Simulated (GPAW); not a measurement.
# Anisotropy of MnO2

Aim: the anisotropy of MnO2 from the Kohn–Sham states of one collinear run.

Method: PBE with U = 2.4 eV on Mn d; plane waves with GPAW's PAW setups, scalar-relativistic, in GPAW 26.7.0.

## (1) The starting structure

The structure is trigonal, space group P-3m1 (No. 164). Conventional cell: a = 2.857 Å, b = 2.857 Å, c = 4.601 Å, α = 90.00°, β = 90.00°, γ = 120.00°. Nearest to Mn lie 6 O at 1.90 Å. Nearest to O lie 3 Mn at 1.90 Å. Farther neighbours and most contacts between anions are not listed.

As a file:

```
Mn O
1.0
     2.85658    0.00000    0.00000
    -1.42829    2.47387    0.00000
     0.00000    0.00000    4.60137
Mn O
1 2
Cartesian
  0.0000 0.0000 2.3007
  1.4283 0.8246 1.3515
  0.0000 1.6492 3.2499
```

The cell comes from a database of computed structures and need not be the stable phase.

## (2) The magnetic state

All later steps read the density of this run. A Hubbard term is added for the open shell, at a value in common use.

File order1.py:

```python
import json
import numpy as np
from ase import Atoms
from ase.parallel import paropen, parprint
from gpaw import GPAW

atoms = Atoms(['Mn', 'O', 'O'],
    cell=[[2.85657818, 0.0, 0.0],
         [-1.42828909, 2.47386927, 0.0],
         [0.0, 0.0, 4.60137406]],
    scaled_positions=[[0.0, 0.0, 0.5],
         [0.66666667, 0.33333333, 0.29370743],
         [0.33333333, 0.66666667, 0.70629257]],
    pbc=True,
    magmoms=[4.5, 0.0, 0.0])
atoms.calc = GPAW(mode={'name': 'pw', 'ecut': 700},
    xc='PBE',
    kpts={'size': (8, 8, 8), 'gamma': True},
    occupations={'name': 'fermi-dirac', 'width': 0.05},
    convergence={'density': 1e-05, 'energy': 1e-05},
    maxiter=200,
    setups={'Mn': ':d,2.4'},
    symmetry={'tolerance': 1e-4},
    txt='order1.txt')
e = atoms.get_potential_energy(force_consistent=True)
res = {'free_energy': e, 'energy_sigma0': atoms.get_potential_energy(), 'fermi_energy': atoms.calc.get_fermi_level()}
res['moments'] = atoms.get_magnetic_moments().tolist()
res['total'] = atoms.get_magnetic_moment()
parprint('site moments (muB):', np.round(res['moments'], 3))
parprint(f"total moment: {res['total']:.3f} muB")
parprint(f'free energy: {e:.6f} eV')
atoms.calc.write('order1.gpw')
with paropen('results.json', 'w') as f:
    json.dump(res, f)
```

Run with:

```
> OMP_NUM_THREADS=1 mpirun -n 2 gpaw python order1.py > order1.log
```

Log:

```text
site moments (muB): [ 3.011 -0.022 -0.022]
total moment: 3.000 muB
free energy: -23.493836 eV

--- order1.txt ---
Input parameters:
  mode=PW(ecut=700),
  convergence={'density': 1e-05, 'energy': 1e-05},
  kpts=MonkhorstPack(size=(8, 8, 8), gamma=True),
  maxiter=200,
  occupations=Occupations(name='fermi-dirac', width=0.05),
  setups={'Mn': ':d,2.4'},
  symmetry=Symmetry(tolerance=0.0001),
  xc=XC(name='PBE')

Diagonalizing LCAO Hamiltonian
Converting LCAO to pw mode

        O

       Mn
           O

Atoms  # Å, Bohr magnetons
|   | symbol |         x |        y |        z |    initial magnetic moments |
|---|--------|-----------|----------|----------|-----------------------------|
| 0 |     Mn |  0.000000 | 0.000000 | 2.300687 | ( 0.0000,  0.0000,  4.5000) |
| 1 |      O |  1.428289 | 0.824623 | 1.351458 | ( 0.0000,  0.0000,  0.0000) |
| 2 |      O | -0.000000 | 1.649246 | 3.249916 | ( 0.0000,  0.0000,  0.0000) |

Unit cell  # Å
| periodic |         x |        y |        z |  lengths |     angles |
|----------|-----------|----------|----------|----------|------------|
|      yes |  2.856578 | 0.000000 | 0.000000 | 2.856578 |  90.000000 |
|      yes | -1.428289 | 2.473869 | 0.000000 | 2.856578 |  90.000000 |
|      yes |  0.000000 | 0.000000 | 4.601374 | 4.601374 | 120.000000 |

Number of symmetries: 12

BZ-sampling:
  Number of BZ points: 512
  Number of IBZ points: 65

  Monkhorst-Pack size: [8, 8, 8]
  Monkhorst-Pack shift: [0.0625, 0.0625, 0.0625]

Plane wave coefficients: 1387
Cutoff: 700.0 eV

Spin-components: 2 (collinear spins)
Bands:           21
Projectors:      16
Spin-degeneracy: 1
Datatype:        complex128

Parallelization:
  kpt:    2
  domain: 1
  band:   1

Density:
  Valence electrons: 27.0
  Components: 2
  Grid points: [18 18 30]
  Charge: 0.0  # |e|

Potential:
  Grid points: [18 18 30]

[... setups left out ...]
Reference energy: -35595.792675  # eV

eigensolver:
  PPCG
  Converge bands: occupied
  niter=2

density mixing:
  MSR1-Mixer
  Pratt-step length: 0.05
  Maximum mixing coefficient: 0.75
  Old densities: 10
  SVD Regularization: 0.005
  Good broyden scale: 1.0
  Trust region scale: 1.0
  Backstep threshold: 4.0
  History deletion threshold: 6.0
  Fourier metric: weight=20.0, sigma=0.015

occupation numbers:
  Fermi-Dirac:
    width: 0.0500  # eV

poisson solver:
  ecut: 5600.0  # eV

xc functional:
  name: PBE with 2 nearest neighbor stencil

convergence criteria:
- Maximum integral of absolute [dens]ity change: 1e-05 electrons / valence electron
- Maximum [total energy] change in last 3 cyles: 1e-05 eV / valence electron
- Maximum integral of absolute [eigenst]ate change: 4e-08 eV^2 / valence electron
maximum number of iterations: 200

SCF iterations
|iter     |      energy | eigst |  dens |  magmom |
|---------|-------------|-------|-------|---------|
|iter:   1|       0s |  -25.132076 | +0.29 |       |  +4.5023|
|iter:   2|       3s |  -24.172712 | -1.64 | -0.76 |  +4.4272|
|iter:   3|       6s |  -23.128519 | -1.08 | -0.83 |  +3.9070|
|iter:   4|       9s |  -23.262205 | -2.51 | -1.21 |  +3.6083|
|iter:   5|      11s |  -23.418959 | -2.26 | -1.36 |  +3.1918|
|iter:   6|      14s |  -23.481277 | -2.98 | -1.79 |  +2.9633|
|iter:   7|      17s |  -23.492902 | -3.52 | -2.07 |  +2.9891|
|iter:   8|      19s |  -23.493767 | -3.89 | -2.45 |  +3.0019|
|iter:   9|      22s |  -23.493832 | -5.79 | -3.20 |  +3.0017|
|iter:  10|      25s |  -23.493836c| -6.51 | -3.64 |  +3.0004|
|iter:  11|      28s |  -23.493836c| -7.76c| -4.34 |  +3.0000|
|iter:  12|      29s |  -23.493836c| -8.22c| -5.01c|  +3.0000|

Converged in 12 steps
Energy contributions relative to reference atoms: (reference = -35595.792675)

Energy contributions:
  Kinetic:          26.712664
  Coulomb:         -27.903231
  Zero:              0.507465
  External:          0.000000
  Xc:              -22.810734
  Entropy:          -0.000000
  Spinorbit:         0.000000
  ----------------------------
  Free energy:     -23.493836
  Extrapolated:    -23.493836

dipole moment: (-3.311947, -5.736460, 0.000001)  # |e|*Ang

Total magnetic moment: (0.000000, 0.000000, 2.999979)

Local magnetic moments
|        x |        y |         z |
|----------|----------|-----------|
| 0.000000 | 0.000000 |  3.010733 |  # Mn   0
| 0.000000 | 0.000000 | -0.021686 |  # O    1
| 0.000000 | 0.000000 | -0.021686 |  # O    2

Fermi level: 4.571
Eigenvalues  # (at kpt = [0.000, 0.000, 0.000])
| band index |      eig [eV] | occ [0-1] |      eig [eV] | occ [0-1] |
|------------|---------------|-----------|---------------|-----------|
|          0 |       -77.718 |     1.000 |       -74.281 |     1.000 |
|        ... |               |           |               |           |
|          6 |        -2.805 |     1.000 |        -1.251 |     1.000 |
|          7 |        -2.150 |     1.000 |        -0.809 |     1.000 |
|          8 |        -2.149 |     1.000 |        -0.808 |     1.000 |
|          9 |         0.345 |     1.000 |         2.678 |     1.000 |
|         10 |         0.352 |     1.000 |         2.678 |     1.000 |
|         11 |         2.762 |     1.000 |         3.030 |     1.000 |
|         12 |         2.762 |     1.000 |         5.888 |     0.000 |
|         13 |         2.818 |     1.000 |         5.896 |     0.000 |
|         14 |         3.026 |     1.000 |         7.424 |     0.000 |
|         15 |         6.941 |     0.000 |         8.672 |     0.000 |
|         16 |         6.942 |     0.000 |         8.672 |     0.000 |
|         17 |        11.204 |     0.000 |        11.602 |     0.000 |
|         18 |        14.418 |     0.000 |        14.966 |     0.000 |
|         19 |        18.959 |     0.000 |        19.352 |     0.000 |
|         20 |        23.563 |     0.000 |        24.397 |     0.000 |

Gap: 2.155 eV
Transition (v -> c):
  (s=0, k=12, n=14, [0.12, 0.00, 0.50]) -> (s=0, k=18, n=15, [0.25, 0.00, -0.38])
Direct/indirect transitions are different
Direct gap: 2.289 eV
Transition at: (s=0, k=19, n=14, [0.25, 0.00, -0.25])
```

Wall time 35 s (2 MPI ranks of Arm Neoverse V2, shared host); peak memory 0.42 GiB.

Spin moment in the augmentation sphere by atom:

| atom | spin moment in the augmentation sphere (μB) |
| --- | --- |
| Mn1 | 3.01 |
| O2 | -0.02 |
| O3 | -0.02 |

Read from the output:

| Quantity | Value |
| --- | --- |
| magnetization | 3.000 μB |
| final state | ferromagnetic |

After 12 cycles the largest moment stands at 3.01 μB.

## (3) More states at fixed density

The steps that follow sum over empty states, which the ground-state run does not converge; 30 states a spin are converged here at the frozen density and written with their wave functions.

It starts from the saved density of the lowest of the states tried.

File nscf.py:

```python
from gpaw import GPAW

calc = GPAW('order1.gpw').fixed_density(
    kpts={'size': (10, 10, 10), 'gamma': True},
    nbands=34,
    convergence={'bands': 30, 'eigenstates': 1e-9},
    eigensolver='ppcg',
    parallel={'domain': 1},
    txt='nscf.txt')
calc.write('nscf.gpw', mode='all')
```

Run with:

```
> OMP_NUM_THREADS=1 mpirun -n 2 gpaw python nscf.py > nscf.log
```

Log:

```text
Input parameters:
  mode=PW(ecut=700),
  convergence={'bands': 30, 'eigenstates': 1e-09},
  eigensolver=PPCG(niter=2, min_niter=1, max_buffer_mem=209715200, blocksize=None, rr_modulo=5, include_cg=True, promote_inner_dtype=False, tolerances=None),
  gpts=array([18, 18, 30]),
  kpts=MonkhorstPack(size=(10, 10, 10), gamma=True),
  maxiter=200,
  nbands=34,
  occupations=Occupations(name='fermi-dirac', width=0.05),
  parallel={'domain': 1},
  setups={'Mn': ':d,2.4'},
  symmetry=Symmetry(tolerance=0.0001),
  xc=XC(name='PBE')
```

Wall time 1.7 min (2 MPI ranks); peak memory 0.6 GiB; 3.3 min of CPU time.

## (4) Easy axis by the force theorem

Spin–orbit coupling is added in the basis of the saved states for each direction of the moments. The change in the band energy is the anisotropy energy, with no new self-consistent run.

File anisotropy.py:

```python
import json
import numpy as np
from ase.parallel import paropen, parprint
from gpaw import GPAW
from gpaw.spinorbit import soc_eigenstates

calc = GPAW('nscf.gpw')
angles = [[0.0, 0.0], [90.0, 0.0], [90.0, 30.0]]  # theta, phi in degrees
res = {'rows': []}
for scale in [1.0]:
    e0 = None
    for theta, phi in angles:
        soc = soc_eigenstates(calc, n2=30, scale=scale, theta=theta, phi=phi)
        e = soc.calculate_band_energy()
        e0 = e if e0 is None else e0
        orbital = soc.get_orbital_magnetic_moments()
        res['rows'].append([scale, theta, phi, 1000 * (e - e0), orbital.tolist()])
        parprint(f'scale {scale} theta {theta:6.1f} phi {phi:6.1f}  dE = {1000 * (e - e0):9.4f} meV  |L| =', np.round(np.linalg.norm(orbital, axis=1), 4))
with paropen('results.json', 'w') as f:
    json.dump(res, f)
```

Run with:

```
> OMP_NUM_THREADS=1 mpirun -n 2 gpaw python anisotropy.py > anisotropy.log
```

Log:

```text
scale 1.0 theta    0.0 phi    0.0  dE =    0.0000 meV  |L| = [0.0068 0.0028 0.0029]
scale 1.0 theta   90.0 phi    0.0  dE =    0.1732 meV  |L| = [0.0054 0.0027 0.0027]
scale 1.0 theta   90.0 phi   30.0  dE =    0.1732 meV  |L| = [0.0054 0.0027 0.0027]
```

It took 8.8 s on 2 MPI ranks; peak memory 0.78 GiB.

Directions, in the order of the table (indices of the conventional cell): [001]; [100]; [210].

Theta from the Cartesian z axis, phi from x; spin up lies along the direction. Anisotropy, by row:

| spin-orbit scale | theta (degrees) | phi (degrees) | band energy less the first direction's (meV a cell) | orbital moment of atom 1 along the direction (μB) | sum of orbital moments along the direction (μB a cell) |
| --- | --- | --- | --- | --- | --- |
| 1 | 0 | 0 | 0 | -0.00676 | -0.001059 |
| 1 | 90 | 0 | 0.1732 | -0.005367 | 1.18e-4 |
| 1 | 90 | 30 | 0.1732 | -0.005368 | 1.17e-4 |

## (5) Results

```
state                              : ferromagnetic
largest site moment                : 3.01 μB
spread of the directions' energies : 0.173 meV a cell
easiest direction tried            : [001]
```

In words: About the ferromagnetic state the directions differ by 0.173 meV a cell, with [001] easiest. The anisotropy comes from the force theorem at a frozen potential; it needs a check on a finer mesh, and shape anisotropy is not in it.

[Logs and program files are shortened in this print: banners, set-up blocks, solver, clock and traceback lines can be left out without a mark of their own.]

[Logs are printed without paths, hosts, clocks, repeated set-up lines and the standing remarks that a program may print on its own settings, such as how far it seeks lower states.]

[Hosts, paths, dates, database ids (printed as entryN), source tags and the programs' standing remarks are cut or masked in the printed files.]

[Where a cell is said to come from a database of computed structures, the database is the Materials Project.]
